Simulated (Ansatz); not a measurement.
Method: DFT PBE, scalar-relativistic, plane waves, PAW (Ansatz 0.2.0). Settings: cutoff 420 eV, Γ-centred meshes spaced at most about 0.3 Å⁻¹, and about 0.25 Å⁻¹ or finer for metals (2π included), Gaussian smearing. No spin polarisation.

These are static total energies at zero pressure.

**Question.** Which of these relaxed structures of Ta₅N is the lowest in energy?
A.

Space group I4/mmm (No. 139). a = 3.251 Å, b = 3.251 Å, c = 18.188 Å, α = 90.00°, β = 90.00°, γ = 90.00°
```tsv
atom	site	symmetry	x	y	z
Ta	4e	4mm	0.5000	0.5000	0.1132
Ta	2a	4/mmm	0.0000	0.0000	0.0000
Ta	4e	4mm	0.0000	0.0000	0.2040
N	2b	4/mmm	0.5000	0.5000	0.0000
```

B.

Space group P4/nmm:1 (No. 129). a = 3.226 Å, b = 3.226 Å, c = 18.188 Å, α = 90.00°, β = 90.00°, γ = 90.00°
```json
{"atom": "Ta", "site": "2c", "symmetry": "4mm", "x": "0.0000", "y": "0.5000", "z": "0.7362"}
{"atom": "Ta", "site": "2c", "symmetry": "4mm", "x": "0.5000", "y": "0.0000", "z": "0.6424"}
{"atom": "Ta", "site": "2c", "symmetry": "4mm", "x": "0.0000", "y": "0.5000", "z": "0.5471"}
{"atom": "Ta", "site": "2c", "symmetry": "4mm", "x": "0.0000", "y": "0.5000", "z": "0.9316"}
{"atom": "Ta", "site": "2c", "symmetry": "4mm", "x": "0.0000", "y": "0.5000", "z": "0.1730"}
{"atom": "N", "site": "2c", "symmetry": "4mm", "x": "0.0000", "y": "0.5000", "z": "0.0526"}
```

**Answer.** A. The other, B, lies 48 meV/atom higher. Counting Ta atoms around N (those within 1.25 times the shortest such distance or 1.15 times the sum of covalent radii, 1.27 where that leaves under three; a plus sign parts nearer from farther groups): A has N 2+4; B has N 6. Both come from invented guesses.

Spin–orbit coupling, which can matter for Ta, is left out. Cells relaxed within their symmetry can be saddle points. Some structure types and database cells were kept out of the candidates from the start, so a known form may be missing.
